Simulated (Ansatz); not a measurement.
Runs of Ansatz 0.2.0 on SrCl2. Symmetry: Fm-3m, No. 225, cubic system. The conventional cell has a = 6.977 Å, b = 6.977 Å, c = 6.977 Å, α = 90.00°, β = 90.00°, γ = 90.00°. Sr (site symmetry m-3m) is surrounded by 8 Cl at 3.02 Å. Cl (site symmetry -43m) is surrounded by 4 Sr at 3.02 Å. 

| task | level | spin | cell | points for each segment of the path | gap on the mesh (eV) | pressure (GPa) | relaxed volume (Å³/atom) |
| --- | --- | --- | --- | --- | --- | --- | --- |
| band structure | PBE | off | as given | 14 | 5.38 | 1.0 | - |
| relaxation of cell and atoms | PBE+D3(BJ) | off | relaxed | - | 5.41 | 0.0 | (b) |
| band structure | PBE | SOC, no magnetisation | as given | 14 | 5.38 | 1.0 | - |
| relaxation of cell and atoms | PBE+D4 | off | relaxed | - | 5.39 | 0.0 | (a) |
| relaxation of cell and atoms | PBE+D3(BJ)-ATM | off | relaxed | - | 5.40 | 0.0 | 28.15 |
| relaxation of cell and atoms | PBE | off | relaxed | - | (c) | 0.0 | 29.06 |

Alike in all rows: potentials or basis Ansatz PAW; k mesh 7 × 7 × 7; cutoff (eV) 420; smearing fermi-dirac 0.05 eV.

Estimate the missing entries.

(a) 28.20; (b) 28.07; (c) 5.27.

Caveats: odd divisions of the mesh miss points on the zone boundary, where band edges often lie, so the gap on the mesh can be too wide (some runs); the plane-wave basis is chosen anew once the cell has moved, so the energies of steps on either side of that aren't comparable (some runs).

A k mesh can miss the band edges, and rows without SOC leave out spin-orbit coupling on Sr.
